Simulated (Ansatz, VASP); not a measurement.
Sn: VASP beside Ansatz

File INCAR:

```
SYSTEM = Sn
ALGO = Normal ; EDIFF = 1E-7
ENCUT = 520 ; GGA = PS
ISIF = 2 ; ISMEAR = -1
LASPH = .True. ; LCHARG = .False.
LREAL = .False. ; LWAVE = .False.
NBANDS = 13 ; NELM = 60
PREC = Accurate ; SIGMA = 0.05
```

File KPOINTS:

```
k-points
0
Gamma
  10 10 10
  0 0 0
```

POSCAR

```
Sn
1.0
   -2.0558923339      2.0558923339      1.6826146010
    2.0558923339     -2.0558923339      1.6826146010
    2.0558923339      2.0558923339     -1.6826146010
Sn
1
Direct
    0.0000000000      0.0000000000      0.0000000000
```

File input.yaml:

```yaml
crystal:
  lattice:
    - [-2.0558923339, 2.0558923339, 1.682614601]
    - [2.0558923339, -2.0558923339, 1.682614601]
    - [2.0558923339, 2.0558923339, -1.682614601]
  atoms:
    - { symbol: Sn, position: [0.0, 0.0, 0.0] }
hamiltonian:
  xc: pbesol
  pseudopotentials: { kind: paw }
kpoints:
  mp_grid: { grid: [10, 10, 10] }
scf:
  occupations: { method: fermi_dirac, width: 0.05 }
output:
  forces: true
  stress: true
  eigenvalues: true
```

Change from the starting cell: volume scaled by 1.04.

Alike in both runs: task single point; functional PBEsol; k mesh 10 × 10 × 10; occupations fermi-dirac, width 0.05 eV; no spin polarisation.

|  | VASP | Ansatz |
| --- | --- | --- |
| version | VASP 6.6.1 | Ansatz 0.2.0 |
| potentials or method | VASP PAW PBE potentials, release 64 (Sn_d) | Ansatz PAW |
| plane-wave cutoff (eV) | 520 | 420 |
| valence electrons in the cell | 14 | 14 |

VASP gave:

- gap on the k mesh at the Fermi level (eV): none
- pressure (GPa): -3.6
- largest component of the traceless stress (GPa): 0.34

What did Ansatz give for the same quantities?

gap on the k mesh at the Fermi level (eV): none; pressure (GPa): -3.5; largest component of the traceless stress (GPa): 0.35.

A gap of «none» marks a metal or a gap that the smearing closes.

Caveats: the PAW data sets were made with another functional, which shifts forces and pressure a little (VASP); the PAW data sets come from PBE, with cores solved anew for the run's functional, which leaves a small shift of forces and pressure (Ansatz).
